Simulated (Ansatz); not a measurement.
The parent structure is InCuS$_{2}$ in the chalcopyrite structure (space group I-42d, No. 122; a = 5.522 Å, c = 11.130 Å).

The values are results of plane-wave PAW DFT at the r2SCAN level (Ansatz, an electronic-structure program, 500 eV), without spin-orbit coupling, not measurements.

Before the change:

The gap character is direct at Γ. The gap between the host's bands is 0.36 eV.

The change: 0.339 holes added to each cell, a density of 2.0×10^21 cm⁻³, with a uniform compensating background at fixed cell and a 300 K Fermi–Dirac width.

Problem. Estimate the effect on the Fermi level from band edge, gap character and gap between the host's bands.

Solution. The Fermi level relative to the doped band's edge (positive inside the band; to 0.05 eV) amounts to +0.20 eV; the gap character is still direct at Γ; the gap between the host's bands rises by 0.15 eV, from 0.36 eV to 0.51 eV.

Charged cell with a jellium background: band edges are those of the host's band count, energies are not comparable with the neutral cell, and many-body gap narrowing is missing. Whether these cells are dynamically stable was not tested. The final runs are not spin-polarised.
